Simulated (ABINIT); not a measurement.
# GaSb (F-43m) in ABINIT: settings compared

Aim: see how the results for GaSb move with the level of theory and the settings. Levels: LDA-PZ, RPBE. Tasks: band structure.

Everything below comes from runs of ABINIT 10.8.3 (patched build). Logs are shortened: lines on timing, memory, paths and dates and some standing lists are left out, and cuts for length are marked. The log counts tension as positive stress, the text compression.

**Experimental background.**

From a printed reference work, data compilation, for a bulk crystal of GaSb at 4.2 K: band gap 0.811 eV (direct).

The runs below are set against these values where they give the same quantity.

## 1. Starting point

The structure is cubic, space group F-43m (No. 216). Conventional cell: a = 6.118 Å, b = 6.118 Å, c = 6.118 Å, α = 90.00°, β = 90.00°, γ = 90.00°. Sb (site symmetry -43m) has 4 Ga at 2.65 Å as nearest neighbours. Around Ga (site symmetry -43m) lie 4 Sb at 2.65 Å.

## 2. Band structure, LDA-PZ

Input file run.abi:

```
# Datasets: ground state, then fixed potential
ndtset 2

# Pseudopotentials
pp_dirpath "./"
pseudos "Sb.LDA_PW-JTH.xml, Ga.LDA_PW-JTH.xml"

# Structure
acell 8.1751050464 8.1751050464 8.1751050464
rprim
     0.0000000000     0.7071067812     0.7071067812
     0.7071067812     0.0000000000     0.7071067812
     0.7071067812     0.7071067812     0.0000000000
ntypat 2
znucl 51 31
natom 2
typat 1 2
xred
     0.7500000000     0.7500000000     0.7500000000
     0.0000000000     0.0000000000     0.0000000000

# Plane-wave basis
ecut 17.0
pawecutdg 34.0

# Exchange and correlation
ixc 2

# Bands and occupations
occopt 3
tsmear 0.00183747

# SCF cycle
nstep 100

# Output
iomode 3
prtwf 0
prteig 0
prtebands 0
enunit 2
prtden1 1

# Dataset 1
kptopt1 1
ngkpt1 8 8 8
nshiftk1 1
shiftk1 0.0 0.0 0.0
nband1 18
tolvrs1 1.0e-9

# Dataset 2: bands along G-X-W-K-G-L-U-W-L-K
iscf2 -2
getden2 1
nband2 22
nbdbuf2 2
tolwfr2 1.0e-12
kptopt2 -9
ndivsm2 5
prteig2 1
prtvol2 -3
kptbounds2
     0.0000000000     0.0000000000     0.0000000000
     0.5000000000     0.0000000000     0.5000000000
     0.5000000000     0.2500000000     0.7500000000
     0.3750000000     0.3750000000     0.7500000000
     0.0000000000     0.0000000000     0.0000000000
     0.5000000000     0.5000000000     0.5000000000
     0.6250000000     0.2500000000     0.6250000000
     0.5000000000     0.2500000000     0.7500000000
     0.5000000000     0.5000000000     0.5000000000
     0.3750000000     0.3750000000     0.7500000000
```

Potentials or basis: JTH PAW LDA v2.0.

Started as:

```bash
$ abinit run.abi > log 2>&1
```

run.abo:

```text
.Version 10.8.3 of ABINIT
 DATASET    1 : space group F-4 3 m (#216); Bravais cF (face-center cubic)
================================================================================
 Values of the parameters that define the memory need for DATASET  1.
     intxc =       0    ionmov =       0      iscf =      17    lmnmax =      18
     lnmax =       6     mgfft =      32  mpssoang =       3    mqgrid =    3001
     natom =       2  nloc_mem =       2    nspden =       1   nspinor =       1
    nsppol =       1      nsym =      24    n1xccc =       1    ntypat =       2
    occopt =       3   xclevel =       1
       mpw =        1308          nfft =       32768          nkpt =          29
 PAW method is used; the additional fine FFT grid is defined by:
   mgfftf=        45    nfftf =     91125
================================================================================
================================================================================

 DATASET    2 : space group F-4 3 m (#216); Bravais cF (face-center cubic)
================================================================================
 Values of the parameters that define the memory need for DATASET  2.
     intxc =       0    ionmov =       0      iscf =      -2    lmnmax =      18
     lnmax =       6     mgfft =      32  mpssoang =       3    mqgrid =    3001
     natom =       2  nloc_mem =       2    nspden =       1   nspinor =       1
    nsppol =       1      nsym =      24    n1xccc =       1    ntypat =       2
    occopt =       3   xclevel =       1
       mpw =        1313          nfft =       32768          nkpt =          87
 PAW method is used; the additional fine FFT grid is defined by:
   mgfftf=        45    nfftf =     91125
================================================================================
================================================================================

--------------------------------------------------------------------------------
------------- Echo of variables that govern the present computation ------------
--------------------------------------------------------------------------------
 -outvars: echo values of preprocessed input variables --------
            acell      8.1751050464E+00  8.1751050464E+00  8.1751050464E+00 Bohr
              amu      1.21753000E+02  6.97230000E+01
             ecut      1.70000000E+01 Hartree
           enunit           2
           getden1          0
           getden2          1
             iscf1         17
             iscf2         -2
[... 1377 lines left out ...]
  -0.88354   -0.88342   -0.88338   -0.88295   -0.88289   -0.38706   -0.38514   -0.38507
  -0.38411   -0.38396   -0.17921   -0.06691    0.04421    0.10175    0.22845    0.33459
   0.37219    0.37841    0.45127    0.49472    0.54796    0.61808
 kpt#  85, nband= 22, wtk=  1.00000, kpt=  0.4028  0.4028  0.6944 (reduced coord)
  -0.88355   -0.88340   -0.88337   -0.88296   -0.88288   -0.38713   -0.38509   -0.38501
  -0.38415   -0.38396   -0.17462   -0.06967    0.03747    0.09664    0.22487    0.33999
   0.37589    0.38978    0.44449    0.49145    0.57685    0.62532
 kpt#  86, nband= 22, wtk=  1.00000, kpt=  0.3889  0.3889  0.7222 (reduced coord)
  -0.88357   -0.88339   -0.88336   -0.88297   -0.88287   -0.38719   -0.38504   -0.38496
  -0.38419   -0.38395   -0.17062   -0.07312    0.03492    0.09225    0.22122    0.32635
   0.39326    0.40610    0.44009    0.49199    0.60371    0.62994
 kpt#  87, nband= 22, wtk=  1.00000, kpt=  0.3750  0.3750  0.7500 (reduced coord)
  -0.88358   -0.88337   -0.88335   -0.88297   -0.88287   -0.38723   -0.38501   -0.38492
  -0.38422   -0.38393   -0.16812   -0.07587    0.03615    0.08875    0.21823    0.30930
   0.40875    0.41875    0.44399    0.49839    0.61229    0.63984
 Eigenvalues (   eV  ) for nkpt=  87  k points:
 kpt#   1, nband= 22, wtk=  1.00000, kpt=  0.0000  0.0000  0.0000 (reduced coord)
 -24.04243  -24.04243  -24.04243  -24.02621  -24.02621  -10.49644  -10.49644  -10.49644
 -10.44767  -10.44767   -6.93784    4.42143    4.60136    4.60136    4.60136    7.37639
   7.37639    7.37639   10.20618   13.43689   13.43689   14.04944
 kpt#   2, nband= 22, wtk=  1.00000, kpt=  0.0357  0.0000  0.0357 (reduced coord)
 -24.04239  -24.04232  -24.04232  -24.02622  -24.02610  -10.49708  -10.49611  -10.49611
 -10.44777  -10.44760   -6.92031    3.91530    4.52755    4.52755    5.09463    7.31477
   7.47252    7.47252   10.31679   12.97599   13.45384   14.08642
 kpt#   3, nband= 22, wtk=  1.00000, kpt=  0.0714  0.0000  0.0714 (reduced coord)
 -24.04262  -24.04217  -24.04217  -24.02630  -24.02605  -10.49913  -10.49525  -10.49525
 -10.44811  -10.44756   -6.86784    3.32708    4.33293    4.33293    5.63171    7.16530
   7.73383    7.73383   10.62013   12.31393   13.50470   14.19750
 kpt#   4, nband= 22, wtk=  1.00000, kpt=  0.1071  0.0000  0.1071 (reduced coord)
 -24.04281  -24.04181  -24.04181  -24.02640  -24.02586  -10.50227  -10.49377  -10.49377
 -10.44866  -10.44742   -6.78082    2.73961    4.06909    4.06909    6.07168    7.02226
   8.10806    8.10806   11.05846   11.70171   13.58953   14.38306
 kpt#   5, nband= 22, wtk=  1.00000, kpt=  0.1429  0.0000  0.1429 (reduced coord)
[... 317 lines left out ...]
 -10.45213  -10.44810   -4.87665   -1.82058    1.20298    2.76864    6.21637    9.10471
  10.12768   10.29711   12.27962   13.46212   14.91076   16.81891
 kpt#  85, nband= 22, wtk=  1.00000, kpt=  0.4028  0.4028  0.6944 (reduced coord)
 -24.04266  -24.03862  -24.03771  -24.02649  -24.02445  -10.53428  -10.47879  -10.47664
 -10.45320  -10.44797   -4.75172   -1.89595    1.01956    2.62981    6.11896    9.25157
  10.22848   10.60645   12.09524   13.37307   15.69700   17.01585
 kpt#  86, nband= 22, wtk=  1.00000, kpt=  0.3889  0.3889  0.7222 (reduced coord)
 -24.04306  -24.03819  -24.03745  -24.02675  -24.02423  -10.53592  -10.47759  -10.47532
 -10.45422  -10.44772   -4.64271   -1.98964    0.95035    2.51026    6.01980    8.88048
  10.70110   11.05043   11.97542   13.38760   16.42766   17.14163
 kpt#  87, nband= 22, wtk=  1.00000, kpt=  0.3750  0.3750  0.7500 (reduced coord)
 -24.04342  -24.03781  -24.03722  -24.02694  -24.02402  -10.53718  -10.47658  -10.47433
 -10.45510  -10.44738   -4.57469   -2.06466    0.98357    2.41494    5.93823    8.41658
  11.12271   11.39464   12.08154   13.56200   16.66124   17.41099

== END DATASET(S) ==============================================================
================================================================================

 -outvars: echo values of variables after computation  --------
            acell      8.1751050464E+00  8.1751050464E+00  8.1751050464E+00 Bohr
           etotal1    -1.6209355245E+02
            fcart1    -7.2781469083E-31  2.1834440725E-30 -7.2781469083E-31
                       7.2781469083E-31 -2.1834440725E-30  7.2781469083E-31
            rprim      0.0000000000E+00  7.0710678120E-01  7.0710678120E-01
                       7.0710678120E-01  0.0000000000E+00  7.0710678120E-01
                       7.0710678120E-01  7.0710678120E-01  0.0000000000E+00
           strten1     6.7201635695E-05  6.7201635695E-05  6.7201635695E-05
                       0.0000000000E+00  0.0000000000E+00  0.0000000000E+00
           xangst      4.5884999970E+00  4.5884999970E+00  4.5884999970E+00
                       0.0000000000E+00  0.0000000000E+00  0.0000000000E+00
             xred      7.5000000000E-01  7.5000000000E-01  7.5000000000E-01
                       0.0000000000E+00  0.0000000000E+00  0.0000000000E+00
 Calculation completed.
```

Run time: 75 s. Hardware: 1 thread of Arm Neoverse V1, shared host; peak memory 0.12 GiB.

What came out:

```yaml
Free_energy: -4410.7903 eV
Pressure: -2.0 GPa
Band_gap_on_the_k_mesh: none (metal or under the smearing width)
Valence_electrons_inside_the_program's_atomic_spheres: Sb 12.56; Ga 11.06
```

Levels at the corners of the path, in eV from the Fermi level:
| point | band 10 | band 11 | band 12 | band 13 | band 14 | band 15 | band 16 | band 17 | band 18 | band 19 |
| --- | --- | --- | --- | --- | --- | --- | --- | --- | --- | --- |
| Γ | -15.09 | -11.58 | -0.22 | -0.04 | -0.04 | -0.04 | 2.74 | 2.74 | 2.74 | 5.57 |
| X | -15.08 | -9.15 | -6.88 | -2.61 | -2.61 | 0.81 | 1.14 | 8.59 | 8.59 | 9.89 |
| W | -15.09 | -9.11 | -6.75 | -3.39 | -3.17 | 3.58 | 4.23 | 4.31 | 4.69 | 9.83 |
| K | -15.09 | -9.21 | -6.70 | -3.66 | -2.22 | 1.30 | 3.78 | 6.48 | 6.76 | 7.44 |
| Γ | -15.09 | -11.58 | -0.22 | -0.04 | -0.04 | -0.04 | 2.74 | 2.74 | 2.74 | 5.57 |
| L | -15.09 | -9.96 | -6.44 | -1.19 | -1.19 | 0.24 | 3.71 | 3.71 | 6.30 | 9.17 |
| U | -15.09 | -9.21 | -6.70 | -3.66 | -2.22 | 1.30 | 3.78 | 6.48 | 6.76 | 7.44 |
| W | -15.09 | -9.11 | -6.75 | -3.39 | -3.17 | 3.58 | 4.23 | 4.31 | 4.69 | 9.83 |
| L | -15.09 | -9.96 | -6.44 | -1.19 | -1.19 | 0.24 | 3.71 | 3.71 | 6.30 | 9.17 |
| K | -15.09 | -9.21 | -6.70 | -3.66 | -2.22 | 1.30 | 3.78 | 6.48 | 6.76 | 7.44 |

Caveat: spin-orbit coupling is left out, which moves the levels of the heavy elements; this crystal is a semiconductor, whose small gap the functional closes, so the metal is an error of the method.

## 3. Band structure, RPBE

Edit run.abi of step 2 so:

```diff
@@ -1,9 +1,6 @@
-# Datasets: ground state, then fixed potential
 ndtset 2
 
-# Pseudopotentials
 pp_dirpath "./"
-pseudos "Sb.LDA_PW-JTH.xml, Ga.LDA_PW-JTH.xml"
+pseudos "Sb.GGA_PBE-JTH_sp.xml, Ga.GGA_PBE-JTH.xml"
 
-# Structure
 acell 8.1751050464 8.1751050464 8.1751050464
@@ -21,17 +18,12 @@
 
-# Plane-wave basis
-ecut 17.0
-pawecutdg 34.0
+ecut 20.0
+pawecutdg 40.0
 
-# Exchange and correlation
-ixc 2
+ixc 15
 
-# Bands and occupations
 occopt 3
-tsmear 0.00183747
+tsmear 0.05 eV
 
-# SCF cycle
 nstep 100
 
-# Output
 iomode 3
@@ -40,6 +32,4 @@
 prtebands 0
-enunit 2
 prtden1 1
 
-# Dataset 1
 kptopt1 1
@@ -48,9 +38,8 @@
 shiftk1 0.0 0.0 0.0
-nband1 18
+nband1 13
 tolvrs1 1.0e-9
 
-# Dataset 2: bands along G-X-W-K-G-L-U-W-L-K
 iscf2 -2
 getden2 1
-nband2 22
+nband2 17
 nbdbuf2 2
@@ -58,3 +47,3 @@
 kptopt2 -9
-ndivsm2 5
+ndivsm2 6
 prteig2 1
```

Potentials or basis: JTH PAW PBE v2.0 sp.

Started as:

```bash
$ abinit run.abi > log 2>&1
```

Run time: 88 s. Hardware: 1 thread of Arm Neoverse V1, shared host; peak memory 0.15 GiB.

Results (log left out):

```
Free energy                                           : -2303.5896 eV
Pressure                                              : 4.0 GPa
Band gap on the k mesh                                : 0.19 eV, direct
Band gap along the path                               : 0.19 eV, direct
Valence electrons inside the program's atomic spheres : Sb 2.37; Ga 11.02
```

Levels at the corners of the path, in eV from the valence-band top:
```tsv
point	band 5	band 6	band 7	band 8	band 9	band 10	band 11	band 12	band 13	band 14
Γ	-14.95	-11.44	0.00	0.00	0.00	0.19	2.87	2.87	2.87	6.21
X	-14.95	-9.00	-6.77	-2.55	-2.55	0.99	1.37	8.93	8.93	10.32
W	-14.95	-8.95	-6.65	-3.31	-3.10	3.78	4.47	4.59	4.97	10.19
K	-14.95	-9.06	-6.60	-3.57	-2.17	1.51	4.02	6.84	7.02	7.83
Γ	-14.95	-11.44	0.00	0.00	0.00	0.19	2.87	2.87	2.87	6.21
L	-14.95	-9.83	-6.32	-1.14	-1.14	0.51	3.85	3.85	6.87	9.65
U	-14.95	-9.06	-6.60	-3.57	-2.17	1.51	4.02	6.84	7.02	7.83
W	-14.95	-8.95	-6.65	-3.31	-3.10	3.78	4.47	4.59	4.97	10.19
L	-14.95	-9.83	-6.32	-1.14	-1.14	0.51	3.85	3.85	6.87	9.65
K	-14.95	-9.06	-6.60	-3.57	-2.17	1.51	4.02	6.84	7.02	7.83
```

Caveat: the PAW data sets were made with another functional, which shifts forces and pressure a little; spin-orbit coupling is left out, which moves the levels of the heavy elements; this set keeps more shells in the core, which shifts pressures and gaps.

## 4. Comparison with measurements

Step 2. A measured gap of GaSb is 0.811 eV (direct; 4.2 K; a printed reference work, data compilation); the calculated 0.00 eV misses it by -0.81 eV. Spin-orbit coupling on Ga, Sb is left out. The value is that of LDA-PZ on a finite k mesh, which can miss the band edges, without temperature or zero-point motion. Semilocal functionals fall short of measured gaps as a rule.

Step 3. A measured gap of GaSb is 0.811 eV (direct; 4.2 K; a printed reference work, data compilation); the calculated 0.19 eV misses it by -0.62 eV. Spin-orbit coupling on Ga, Sb is left out. The value is that of RPBE, without temperature or zero-point motion. Semilocal functionals fall short of measured gaps as a rule.
